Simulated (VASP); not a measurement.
# VASP 6.6.1 run: PbO

INCAR

```
ISMEAR = -1
NBANDS = 17
GGA = PE
IMIX = 1
IBRION = -1
AMIX = 3
LCHARG = .FALSE.
NELM = 87
ISIF = 2
SIGMA = 0.02
BMIX = 0.0001
PREC = Accurate
EDIFF = 1E-7
LREAL = .FALSE.
NSW = 0
ENCUT = 520
LWAVE = .FALSE.
LASPH = .TRUE.
```

KPOINTS

```
KPOINTS created by Atomic Simulation Environment
0
Gamma
8 8 8
0 0 0
```

POSCAR

```
Pb O
 1.0000000000000000
    -0.0650326115000000    2.6065174968000000    2.6065174968000000
     2.6065174968000000   -0.0650326115000000    2.6065174968000000
     2.5414848853000001    2.5414848853000001    0.0000000000000000
 Pb  O
   1   1
Cartesian
  0.0000000000000000  0.0000000000000000  0.0000000000000000
  2.5414848852999996  2.5414848852999996  2.6065174967999996
```

The recommended PBE PAW datasets give the neutral cell 20 valence electrons.

Command

```
mpirun -np 1 vasp_std
```

**Question.** How does this run end, and what does it give?

**Answer.** VASP stopped with an error.

OSZICAR

```
N       E                     dE             d eps       ncg     rms          rms(c)
DAV:   1     0.173655969594E+03    0.17366E+03   -0.10424E+04  3274   0.142E+03
DAV:   2     0.469015408672E+00   -0.17319E+03   -0.16454E+03  3503   0.356E+02
DAV:   3    -0.123221639400E+02   -0.12791E+02   -0.12713E+02  3922   0.103E+02
DAV:   4    -0.125738458089E+02   -0.25168E+00   -0.25153E+00  4120   0.152E+01
DAV:   5    -0.125814934847E+02   -0.76477E-02   -0.76471E-02  4568   0.255E+00    0.864E+00
DAV:   6    -0.211339040873E+03   -0.19876E+03   -0.11935E+03  4001   0.251E+02    0.644E+01
DAV:   7    -0.664224784386E+04   -0.64309E+04   -0.41302E+04  6371   0.848E+02    0.334E+02
```

Standard output (part)

```
POSCAR found type information on POSCAR PbO
 POSCAR found :  2 types and       2 ions
 LDA part: xc-table for (Slater+PW92), standard interpolation
 POSCAR, INCAR and KPOINTS ok, starting setup
 WAVECAR not read
 entering main loop
|     EEEEEEE  RRRRRR   RRRRRR   OOOOOOO  RRRRRR      ###     ###     ###     |
|     E        R     R  R     R  O     O  R     R     ###     ###     ###     |
|     E        R     R  R     R  O     O  R     R     ###     ###     ###     |
|     EEEEE    RRRRRR   RRRRRR   O     O  RRRRRR       #       #       #      |
|     E        R    R   R    R   O     O  R    R      ###     ###     ###     |
|     EEEEEEE  R     R  R     R  OOOOOOO  R     R     ###     ###     ###     |
|     ERROR FEXCP: supplied Exchange-correletion table                        |
|      is too small, maximal index : 5307                                     |
|       ---->  I REFUSE TO CONTINUE WITH THIS SICK JOB ... BYE!!! <----       |
```

The fault: mixing far too strong.
